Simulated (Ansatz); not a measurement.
# BaZrO3: the cost of one run

Program: Ansatz 0.2.0. Level of theory: DFT PBE, scalar-relativistic, plane waves, PAW. These are calculated values, not measurements.

## (1) The system as given

Symmetry: P-6m2, No. 187, hexagonal system. The conventional cell has a = 4.253 Å, b = 4.253 Å, c = 5.958 Å, α = 90.00°, β = 90.00°, γ = 120.00°. Around Ba (site symmetry -6m2) lie 9 O at 2.46 to 2.77 Å. Zr (site symmetry -6m2) has 2 O at 1.71 Å as nearest neighbours. O (site symmetry -6m2) is surrounded by 3 Ba at 2.46 Å. O (site symmetry 3m) is surrounded by 1 Zr at 1.71 Å.

As a file:

```
Ba Zr O
1.0
     4.25279    0.00000    0.00000
    -2.12639    3.68302    0.00000
     0.00000    0.00000    5.95800
Ba Zr O
1 1 3
Direct
  0.00000 0.00000 0.50000
  0.33333 0.66667 0.00000
  0.66667 0.33333 0.50000
  0.33333 0.66667 0.71341
  0.33333 0.66667 0.28659
```

A structure generator made this guess: random cell by space group and Wyckoff sites (P-6m2, No. 187). Its size is a rough estimate.

## (2) A first look at the guess

Contents of input.yaml:

```yaml
crystal:
  lattice:
    - [4.25278715, 0.0, 0.0]
    - [-2.12639357, 3.68302171, 0.0]
    - [0.0, 0.0, 5.95800285]
  atoms:
    - { symbol: Ba, position: [0.0, 0.0, 0.5] }
    - { symbol: Zr, position: [0.33333333, 0.66666667, 0.0] }
    - { symbol: O, position: [0.66666667, 0.33333333, 0.5] }
    - { symbol: O, position: [0.33333333, 0.66666667, 0.71340997] }
    - { symbol: O, position: [0.33333333, 0.66666667, 0.28659003] }
basis:
  ecutwfc: 420
kpoints:
  mp_grid: { grid: [6, 6, 4] }
hamiltonian:
  xc: pbe
scf:
  occupations: { method: gaussian, width: 0.1 }
  lower_state_search: "off"
output:
  forces: true
  stress: true
  eigenvalues: true
```

Run with:

```console
$ ansatz run input.yaml --threads 1 --pin off --max-ram 2560MiB --backend cpu --events-out ev --progress --plain --runs-dir out
```

Q: Estimate wall time and peak memory on 1 thread of Arm Neoverse V2, shared host.

About 5.6 s, with a peak of 0.34 GiB.
